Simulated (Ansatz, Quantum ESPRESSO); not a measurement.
# CoSi2 (001), fluorite: a film clamped to its substrate

A thin film takes the in-plane lattice of its substrate and is free along the normal. How do the free axis and the stress follow the misfit? The strained cell has c along the film normal; unstrained it is a = 3.7547 Å, b = 3.7547 Å, c = 5.3099 Å, α = 90.00°, β = 90.00°, γ = 90.00°, with 6 atoms.

Calculated with Quantum ESPRESSO 7.5, PBEsol, GBRV 1.5 ultrasoft potentials, cutoff 680 eV, Fermi–Dirac smearing 0.05 eV, k-mesh 12×12×8, no spin polarisation, no spin-orbit coupling.

Relaxed positions at 0 %:

```
atom       x       y       z
  Co  0.0000  0.0000  0.0000
  Co  0.5000  0.5000  0.5000
  Si  0.5000  0.0000  0.2500
  Si  0.5000  0.0000  0.7500
  Si  0.0000  0.5000  0.7500
  Si  0.0000  0.5000  0.2500
```

```csv
ε∥ (%),a (Å),c (Å),ε⊥ (%),"σ (GPa, tension positive)"
−3,3.6420,5.5235,4.022,−6.97
−2,3.6796,5.4469,2.580,−4.64
0,3.7547,5.3081,−0.033,−0.02
1,3.7922,5.2466,−1.193,2.30
2,3.8298,5.1909,−2.241,4.65
3,3.8673,5.1405,−3.191,7.00
```

**Question.** Fit both responses and give the free strain and the stress at −1 %, a row left out above.

Least squares with y = y0 + y1 ε + y2 ε² (ε in %) gives ε⊥ = −0.034 + (−1.2033) ε + (0.0501) ε² and σ = −0.02 + (2.326) ε + (0.004) ε² GPa. The linear terms put the ratio of free to applied strain at −1.203 and the biaxial modulus at 233 GPa.

At −1 % the free strain comes out as 1.219 %. The run itself gives 1.231 %, so the estimate misses by 0.012 %, more than the largest misfit of the fitted rows (0.007 %).

The stress comes out as −2.34 GPa. The run itself gives −2.31 GPa, so the estimate misses by 0.03 GPa; the fitted rows themselves lie up to 0.02 GPa off the law.

For a cubic crystal strained in (001), ε⊥/ε∥ = −R with R = 2C12/C11, the modulus is C11 + C12 − 2C12²/C11 = C11(1 + R/2 − R²/2), so C11 = 265 GPa and C12 = 159 GPa.

The same fit over all rows at other levels or in other programs gives the strain ratio = −1.205 with PBEsol (Ansatz) and −1.155 with PBEsol (Quantum ESPRESSO, PseudoDojo).

[Logs are printed without paths, hosts, clocks, repeated set-up lines and the standing remarks that a program may print on its own settings, such as how far it seeks lower states.]
